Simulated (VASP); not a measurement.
# MgI2 (P-3m1) in VASP: notebook

One crystal, MgI2, is run at these levels: PBE+D3(BJ); tasks: single point, relaxation of cell and atoms.

All numbers are computed with VASP 6.6.1; they aren't measurements. Logs are shortened: lines on timing, memory, paths and dates and some standing lists are left out, and cuts for length are marked.

## (1) The crystal as given

Symmetry: P-3m1, No. 164, trigonal system. The conventional cell has a = 4.124 Å, b = 4.124 Å, c = 6.839 Å, α = 90.00°, β = 90.00°, γ = 120.00°. Mg (site symmetry -3m) has 6 I at 2.91 Å as nearest neighbours. Around I (site symmetry 3m) lie 3 Mg at 2.91 Å.

The cell comes from a database or a generator and needn't be the stable form of this composition.

## (2) Single point, PBE+D3(BJ)

The input, INCAR:

```
PREC = Accurate
ENCUT = 520
EDIFF = 1E-6
ISMEAR = 0
SIGMA = 0.02
LREAL = F
LASPH = T
NELM = 80
ALGO = Fast
ISIF = 2
LWAVE = F
LCHARG = F
GGA = PE
IVDW = 12
NBANDS = 15
```

The input, KPOINTS:

```
Automatic mesh
0
Gamma
  6 6 4
```

The input, POSCAR:

```
MgI2
1.0
    4.1244730574      0.0000000028      0.0000000000
   -2.0622365311      3.5718984435      0.0000000000
    0.0000000000      0.0000000000      6.8394340231
Mg I
1 2
Direct
    0.0000000000      0.0000000000      0.0000000000
    0.3333333333      0.6666666667      0.2452670622
    0.6666666667      0.3333333333      0.7547329378
```

Potentials or basis: VASP PAW PBE potentials, release 64 (Mg, I).

The run is started by

```
$ cat potpaw_PBE.64/Mg/POTCAR potpaw_PBE.64/I/POTCAR > POTCAR
$ mpirun -np 1 vasp_std > vasp.out
```

OUTCAR:

```text
PREC = Accurate
   ENCUT = 520
   EDIFF = 1E-6
   ISMEAR = 0
   LREAL = F
   LASPH = T
   NELM = 80
   ISIF = 2
   GGA = PE
   IVDW = 12
 IVDW          = 12

 ion  position               nearest neighbor table
   1  0.000  0.000  0.000-   2 2.91   3 2.91   2 2.91   3 2.91   3 2.91   2 2.91
   2  0.333  0.667  0.245-   1 2.91   1 2.91   1 2.91
   3  0.667  0.333  0.755-   1 2.91   1 2.91   1 2.91

  LATTYP: Found a hexagonal cell.
 ALAT       =     4.1244730574
 C/A-ratio  =     1.6582564434

  Lattice vectors:

 A1 = (   4.1244730574,   0.0000000028,   0.0000000000)
 A2 = (  -2.0622365311,   3.5718984435,   0.0000000000)
 A3 = (   0.0000000000,   0.0000000000,   6.8394340231)

Analysis of symmetry for initial positions (statically):
=====================================================================
 Subroutine PRICEL returns:
 Original cell was already a primitive cell.

 Routine SETGRP: Setting up the symmetry group for a
 hexagonal supercell.

 Subroutine GETGRP returns: Found 12 space group operations
 (whereof 12 operations were pure point group operations)
 out of a pool of 24 trial point group operations.

The static configuration has the point symmetry D_3d.

Analysis of symmetry for dynamics (positions and initial velocities):
=====================================================================
 Subroutine PRICEL returns:
 Original cell was already a primitive cell.

 Routine SETGRP: Setting up the symmetry group for a
 hexagonal supercell.

 Subroutine GETGRP returns: Found 12 space group operations
 (whereof 12 operations were pure point group operations)
 out of a pool of 24 trial point group operations.

The dynamic configuration has the point symmetry D_3d.

 Subroutine INISYM returns: Found 12 space group operations
 (whereof 12 operations are pure point group operations),
 and found     1 'primitive' translations

----------------------------------------------------------------------------------------

                                     Primitive cell

  volume of cell :     100.7599

  direct lattice vectors                    reciprocal lattice vectors
     4.124473057  0.000000003  0.000000000     0.242455214  0.139981584  0.000000000
    -2.062236531  3.571898443  0.000000000    -0.000000000  0.279963167  0.000000000
     0.000000000  0.000000000  6.839434023     0.000000000  0.000000000  0.146210929

  length of vectors
     4.124473057  4.124473057  6.839434023     0.279963167  0.279963167  0.146210929

  position of ions in fractional coordinates (direct lattice)
     0.000000000  0.000000000  0.000000000
     0.333333333  0.666666667  0.245267062
     0.666666667  0.333333333  0.754732938

  ion indices of the primitive-cell ions
   primitive index   ion index
                 1           1
                 2           2
                 3           3

----------------------------------------------------------------------------------------

 KPOINTS: Automatic mesh

Automatic generation of k-mesh.
 Grid dimensions read from file:
 generate k-points for:    6    6    4

 Generating k-lattice:

  Cartesian coordinates                     Fractional coordinates (reciprocal lattice)
     0.040409202  0.023330264  0.000000000     0.166666667 -0.000000000  0.000000000
    -0.000000000  0.046660528  0.000000000     0.000000000  0.166666667  0.000000000
     0.000000000  0.000000000  0.036552732     0.000000000  0.000000000  0.250000000

  Length of vectors
     0.046660528  0.046660528  0.036552732

  Shift w.r.t. Gamma in fractional coordinates (k-lattice)
     0.000000000  0.000000000  0.000000000

 Subroutine IBZKPT returns following result:
 ===========================================

 Found     24 irreducible k-points:

 Following reciprocal coordinates:
            Coordinates               Weight
  0.000000  0.000000  0.000000      1.000000
  0.166667  0.000000  0.000000      6.000000
  0.333333  0.000000  0.000000      6.000000
  0.500000  0.000000  0.000000      3.000000
  0.166667  0.166667  0.000000      6.000000
  0.333333  0.166667  0.000000     12.000000
[... 16 lines left out ...]
  0.333333  0.166667  0.500000     12.000000
  0.333333  0.333333  0.500000      2.000000
   k-points           NKPTS =     24   k-points in BZ     NKDIM =     24   number of bands    NBANDS=     15
   number of dos      NEDOS =    301   number of ions     NIONS =      3
   total plane-waves  NPLWV =  55296
   dimension x,y,z NGX =    32 NGY =   32 NGZ =   54
   dimension x,y,z NGXF=    64 NGYF=   64 NGZF=  108
   ions per type =               1   2
   NGX,Y,Z   is equivalent  to a cutoff of  12.90, 12.90, 13.13 a.u.
   NGXF,Y,Z  is equivalent  to a cutoff of  25.80, 25.80, 26.25 a.u.
 SYSTEM =  unknown system
   PREC   = accura    normal or accurate (medium, high low for compatibility)
   ISTART =      0    job   : 0-new  1-cont  2-samecut
   ICHARG =      2    charge: 1-file 2-atom 10-const
   ISPIN  =      1    spin polarized calculation?
   LNONCOLLINEAR =      F non collinear calculations
   LSORBIT =      F    spin-orbit coupling
   LASPH  =      T    aspherical Exc in radial PAW
   ENCUT  =  520.0 eV  38.22 Ry    6.18 a.u.   7.67  7.67 12.72*2*pi/ulx,y,z
   NELM   =     80;   NELMIN=  2; NELMDL= -5     # of ELM steps
   EDIFF  = 0.1E-05   stopping-criterion for ELM
   LREAL  =      F    real-space projection
   EDIFFG = 0.1E-04   stopping-criterion for IOM
   NSW    =      0    number of steps for IOM
   IBRION =     -1    ionic relax: 0-MD 1-quasi-New 2-CG
   NFREE  =      0    steps in history (QN), initial steepest desc. (CG)
   ISIF   =      2    stress and relaxation
   ISYM   =      2    0-nonsym 1-usesym 2-fastsym
   POTIM  = 0.5000    time-step for ionic-motion
   TEBEG  =    0.0;   TEEND  =   0.0 temperature during run
   PSTRESS=    0.0 pullay stress
   NELECT =      16.0000    total number of electrons
   NUPDOWN=      -1.0000    fix difference up-down
   EMIN   =  10.00;   EMAX   =-10.00  energy-range for DOS
   EFERMI =   0.00;   METHOD = LEGACY
   ISMEAR =     0;   SIGMA  =   0.02  broadening in eV -4-tet -1-fermi 0-gaus
   EFERMI_NEDOS =   21; number of points for ismear=-14 and -15
   IALGO  =     68    algorithm
   IMIX   =      4    mixing-type and parameters
     AMIX     =   0.40;   BMIX     =  1.00
     AMIX_MAG =   1.60;   BMIX_MAG =  1.00
  volume/ion in A,a.u.               =      33.59       226.65
  Fermi-wavevector in a.u.,A,eV,Ry     =   0.886514  1.675268 10.692914  0.785907
  Thomas-Fermi vector in A             =   2.007690
   LORBIT       =      0    0 simple, 1 ext, 2 COOP (PROOUT), +10 PAW based schemes
   GGA     = PE    functional components
   LHFCALC =     F    Hartree Fock is set to
   AEXX    =    0.0000 exact exchange contribution
   IVDW    =    12    specifies the selected vdW correction
   LEPSILON=     F    determine dielectric tensor
   LRPA    =     F    only Hartree local field effects (RPA)
 non-spin polarized calculation
 RMM-DIIS sequential band-by-band and
 Gauss-broadening in eV      SIGMA  =   0.02
  energy-cutoff  :      520.00
  volume of cell :      100.76
 maximum number of plane-waves:      2743
 NGX is ok and might be reduce to    32
   NGX = 15   NGY = 15   NGZ = 25

 number of electron      15.9999999 magnetization

 Free energy of the ion-electron system (eV)
  ---------------------------------------------------
  ext. energy  EPLUGINS =         0.00000000
  ---------------------------------------------------
  free energy    TOTEN  =        -7.68098629 eV

  energy without entropy =       -7.68098629  energy(sigma->0) =       -7.68098629

 E-fermi :   2.6084     XC(G=0):  -8.2972

 val. band max:        2.4728097809   @ k =   0.0000   0.0000   0.0000
 cond. band min:       5.9993322670   @ k =   0.5000   0.0000   0.2500
 fundamental gap:      3.5265224861
 Fermi energy:         2.6083716732

 k-point     1 :       0.0000    0.0000    0.0000
  band No.  band energies     occupation
      1      -9.6554      2.00000
      2      -8.9283      2.00000
      3      -1.1591      2.00000
      4       2.0466      2.00000
      5       2.0466      2.00000
      6       2.4336      2.00000
      7       2.4336      2.00000
      8       2.4728      2.00000
      9       6.2240      0.00000
     10       7.2843      0.00000
     11       9.2260      0.00000
     12       9.2260      0.00000
     13       9.9132      0.00000
     14      10.6575      0.00000
     15      10.6575      0.00000

 k-point     2 :       0.1667    0.0000    0.0000
  band No.  band energies     occupation
      1      -9.5086      2.00000
      2      -8.8519      2.00000
      3      -0.9547      2.00000
      4       1.0283      2.00000
      5       1.5437      2.00000
      6       1.7294      2.00000
      7       2.3692      2.00000
      8       2.3709      2.00000
      9       7.1035      0.00000
     10       7.9082      0.00000
     11       8.7147      0.00000
     12       9.5812      0.00000
     13       9.6658      0.00000
     14      10.4700      0.00000
     15      11.0492      0.00000

 k-point     3 :       0.3333    0.0000    0.0000
  band No.  band energies     occupation
      1      -9.1574      2.00000
      2      -8.7165      2.00000
      3      -0.7372      2.00000
      4      -0.1709      2.00000
      5       0.4504      2.00000
      6       1.2783      2.00000
      7       1.9732      2.00000
      8       2.1465      2.00000
      9       6.5558      0.00000
     10       7.9460      0.00000
     11       8.3392      0.00000
     12       9.5605      0.00000
     13      10.0521      0.00000
     14      11.2730      0.00000
     15      11.6275      0.00000

 k-point     4 :       0.5000    0.0000    0.0000
  band No.  band energies     occupation
      1      -8.9114      2.00000
      2      -8.6949      2.00000
      3      -1.1712      2.00000
      4      -0.3864      2.00000
      5       0.5349      2.00000
      6       1.0940      2.00000
      7       1.5193      2.00000
      8       2.0270      2.00000
      9       6.1254      0.00000
     10       7.7955      0.00000
     11       7.9204      0.00000
     12       9.4052      0.00000
     13      10.4339      0.00000
     14      11.8900      0.00000
     15      12.3126      0.00000
[... 307 lines left out ...]
 k-point    22 :       0.1667    0.1667    0.5000
  band No.  band energies     occupation
      1      -9.1258      2.00000
      2      -8.8986      2.00000
      3      -0.5482      2.00000
      4       0.0730      2.00000
      5       0.9721      2.00000
      6       1.3879      2.00000
      7       1.7075      2.00000
      8       1.8100      2.00000
      9       7.1211      0.00000
     10       8.3889      0.00000
     11       9.1612      0.00000
     12       9.4249      0.00000
     13       9.7942      0.00000
     14      10.0524      0.00000
     15      11.1692      0.00000

 k-point    23 :       0.3333    0.1667    0.5000
  band No.  band energies     occupation
      1      -8.8566      2.00000
      2      -8.7525      2.00000
      3      -1.0037      2.00000
      4      -0.5509      2.00000
      5       0.5213      2.00000
      6       0.8860      2.00000
      7       1.7524      2.00000
      8       1.8677      2.00000
      9       6.7669      0.00000
     10       8.0144      0.00000
     11       8.6886      0.00000
     12       9.3722      0.00000
     13       9.6040      0.00000
     14      10.7203      0.00000
     15      11.7736      0.00000

 k-point    24 :       0.3333    0.3333    0.5000
  band No.  band energies     occupation
      1      -8.7321      2.00000
      2      -8.7321      2.00000
      3      -0.7174      2.00000
      4      -0.3472      2.00000
      5      -0.3472      2.00000
      6       0.1928      2.00000
      7       1.9114      2.00000
      8       1.9114      2.00000
      9       7.2966      0.00000
     10       8.1746      0.00000
     11       8.1746      0.00000
     12       9.7506      0.00000
     13      10.8724      0.00000
     14      11.1379      0.00000
     15      11.3616      0.00000

------------------------ aborting loop because EDIFF is reached ----------------------------------------

 Edisp (eV)   -0.94511

 E8    (eV) :    -0.4230

  FORCE on cell =-STRESS in cart. coord.  units (eV):
  Direction    XX          YY          ZZ          XY          YZ          ZX
  --------------------------------------------------------------------------------------
  -------------------------------------------------------------------------------------
  Total      -0.03623    -0.03623    -0.05136    -0.00000     0.00000     0.00000
  in kB      -0.57602    -0.57602    -0.81663    -0.00000     0.00000     0.00000
  external pressure =       -0.66 kB  Pullay stress =        0.00 kB

 VOLUME and BASIS-vectors are now :
 -----------------------------------------------------------------------------
  energy-cutoff  :      520.00
  volume of cell :      100.76
      direct lattice vectors                 reciprocal lattice vectors
     4.124473057  0.000000003  0.000000000     0.242455214  0.139981584  0.000000000
    -2.062236531  3.571898443  0.000000000    -0.000000000  0.279963167  0.000000000
     0.000000000  0.000000000  6.839434023     0.000000000  0.000000000  0.146210929

 POSITION                                       TOTAL-FORCE (eV/Angst)
 -----------------------------------------------------------------------------------
      0.00000      0.00000      0.00000         0.000000      0.000000      0.000000
     -0.00000      2.38127      1.67749        -0.000000      0.000000     -0.009189
      2.06224      1.19063      5.16195         0.000000      0.000000      0.009189
 -----------------------------------------------------------------------------------
    total drift:                                0.000000     -0.000000      0.000000

  FREE ENERGIE OF THE ION-ELECTRON SYSTEM (eV)
  ---------------------------------------------------
  free  energy   TOTEN  =        -8.6260916877 eV

  energy  without entropy=       -8.6260916877  energy(sigma->0) =       -8.62609169
```

Run time: 51 s. Hardware: 1 thread of Intel Xeon Platinum 8375C at 2.90GHz (Ice Lake), shared host; peak memory 0.24 GiB.

Results:

```yaml
Free_energy: -8.6261 eV
Pressure: -0.1 GPa
Largest_force: 0.009 eV/Å
Band_gap_on_the_k_mesh: 3.53 eV, indirect (least direct gap 3.75 eV)
Dispersion_energy_per_atom: -0.315 eV
```

Forces in eV/Å, atoms in the order of the input:
```
Mg   0.000  0.000  0.000
I    0.000  0.000 -0.009
I    0.000  0.000  0.009
```

Caveat: spin-orbit coupling is left out, which moves the levels of the heavy elements. A k mesh can miss the band edges.

## (3) Relaxation of cell and atoms, PBE+D3(BJ)

The input, INCAR:

```
SYSTEM = MgI2
  PREC = Accurate
  ENCUT = 600
  EDIFF = 1E-7
  ISMEAR = 0
  SIGMA = 0.02
  LREAL = .False.
  LASPH = .True.
  NELM = 80
  ALGO = Normal
  ISIF = 3
  LWAVE = .False.
  LCHARG = .False.
  GGA = PE
  IVDW = 12
  IBRION = 2
  NSW = 100
  EDIFFG = -0.01
```

The input, KPOINTS:

```
Automatic mesh
0
Gamma
  6 6 4
  0 0 0
```

POSCAR is that of step 2.

Potentials or basis: VASP PAW PBE potentials, release 64 (Mg, I).

The run is started by

```
$ cat potpaw_PBE.64/Mg/POTCAR potpaw_PBE.64/I/POTCAR > POTCAR
$ mpirun -np 1 vasp_std > vasp.out
```

Run time: 75 s. Hardware: 1 thread of Intel Xeon Platinum 8375C at 2.90GHz (Ice Lake), shared host; peak memory 0.28 GiB.

Results (log left out):

| Quantity | Value |
| --- | --- |
| Free energy | -8.6262 eV |
| Relaxed volume | 33.52 Å³/atom |
| Relaxed cell | a = 4.122 Å, b = 4.122 Å, c = 6.834 Å, α = 90.00°, β = 90.00°, γ = 120.00° |
| Space group after relaxing (to 0.05 Å) | P-3m1 (No. 164) |
| Energy gained by relaxing | 0.0 meV/atom |
| Ionic steps | 2 |
| Pressure after relaxing | 0.0 GPa |
| Largest force after relaxing | 0.003 eV/Å |
| Band gap on the k mesh | 3.53 eV, indirect (least direct gap 3.76 eV) |
| Dispersion energy per atom | -0.316 eV |

Forces in eV/Å, atoms in the order of the input:
```
Mg   0.000  0.000  0.000
I    0.000  0.000  0.003
I    0.000  0.000 -0.003
```

Final structure:
```xyz
3
Lattice="4.1221 0.0000 0.0000 -2.0610 3.5698 0.0000 0.0000 0.0000 6.8338" Properties=species:S:1:pos:R:3 pbc="T T T"
Mg   -2.0610    3.5698    0.0000
I     0.0000    2.3799    1.6756
I     2.0610    1.1899    5.1582
```

Levels at points of the mesh, in eV from the valence-band top:
```csv
k point,band 6,band 7,band 8,band 9,band 10,band 11
"(0.00, 0.00, 0.00)",-0.04,-0.04,0.00,3.76,4.81,6.75
"(0.50, 0.00, 0.00)",-1.39,-0.96,-0.45,3.65,5.32,5.45
"(0.00, 0.00, 0.50)",-0.32,-0.16,-0.16,4.75,4.91,6.56
"(0.50, 0.00, 0.50)",-1.16,-0.84,-0.71,3.54,5.17,5.63
```

Caveat: spin-orbit coupling is left out, which moves the levels of the heavy elements. A k mesh can miss the band edges.

## (4) Single point, PBE+D3(BJ)

This run uses another cell than the first one, of 36.11 Å³/atom, 1.075 times its volume.

The input, INCAR:

```
PREC = Accurate
ENCUT = 520
EDIFF = 1E-6
ISMEAR = 0
SIGMA = 0.1
LREAL = False
LASPH = True
NELM = 80
ALGO = Fast
ISIF = 2
LWAVE = False
LCHARG = False
GGA = PE
IVDW = 12
NBANDS = 15
```

The input, KPOINTS:

```
Automatic mesh
0
Gamma
  6 6 4
```

The input, POSCAR:

```
MgI2
1.0
    4.1956844300      0.0000000000      0.0000000000
   -2.0978422200      3.6335694800      0.0000000000
    0.0000000000      0.0000000000      7.1057267200
Mg I
1 2
Direct
    0.0000000000      0.0000000000      0.0000000000
    0.3333333400      0.6666666900      0.2340768400
    0.6666666900      0.3333333400      0.7659231400
```

The run is started by

```
$ cat potpaw_PBE.64/Mg/POTCAR potpaw_PBE.64/I/POTCAR > POTCAR
$ mpirun -np 1 vasp_std > vasp.out
```

It took 68 s on 1 thread of Intel Xeon Platinum 8375C at 2.90GHz (Ice Lake), shared host; peak memory 0.25 GiB.

It converged, with:

| Property | Result |
| --- | --- |
| Free energy | -8.6017 eV |
| Pressure | -1.0 GPa |
| Largest force | 0.005 eV/Å |
| Band gap on the k mesh | 3.60 eV, indirect (least direct gap 3.70 eV) |
| Dispersion energy per atom | -0.292 eV |

Forces in eV/Å, atoms in the order of the input:
```
Mg   0.000  0.000  0.000
I    0.000  0.000  0.005
I    0.000  0.000 -0.005
```

Stress tensor (GPa, compression positive):
```
-1.11  0.00  0.00
 0.00 -1.11  0.00
 0.00  0.00 -0.68
```

Levels at points of the mesh, in eV from the valence-band top:
| k point | band 5 | band 6 | band 7 | band 8 | band 9 | band 10 | band 11 | band 12 |
| --- | --- | --- | --- | --- | --- | --- | --- | --- |
| (0.00, 0.00, 0.00) | -0.35 | -0.01 | -0.01 | 0.00 | 3.70 | 4.85 | 6.71 | 6.71 |
| (0.50, 0.00, 0.00) | -1.59 | -1.24 | -0.72 | -0.38 | 3.68 | 5.42 | 5.71 | 7.10 |
| (0.00, 0.00, 0.50) | -0.29 | -0.29 | -0.08 | -0.08 | 4.55 | 4.89 | 6.58 | 6.58 |
| (0.50, 0.00, 0.50) | -1.13 | -1.05 | -0.65 | -0.53 | 3.60 | 5.36 | 5.80 | 6.24 |

Caveat: spin-orbit coupling is left out, which moves the levels of the heavy elements. A k mesh can miss the band edges.

## (5) The runs side by side

```tsv
task	cell	cutoff (eV)	smearing	gap on the mesh (eV)	pressure (GPa)	largest force (eV/Å)
single point	P-3m1, 33.59 Å³/atom	520	gaussian 0.02 eV	3.53	-0.1	0.01
relaxation of cell and atoms	relaxed	600	gaussian 0.02 eV	3.53	0.0	-
single point	P-3m1, 36.11 Å³/atom	520	gaussian 0.1 eV	3.60	-1.0	0.01
```

Alike in all rows: level PBE+D3(BJ); potentials or basis VASP PAW PBE potentials, release 64 (Mg, I); no spin polarisation; k mesh 6 × 6 × 4.

Caveats: spin-orbit coupling is left out, which moves the levels of the heavy elements.

Total energies depend on the potentials used, so only differences within one code and one set of settings carry meaning.
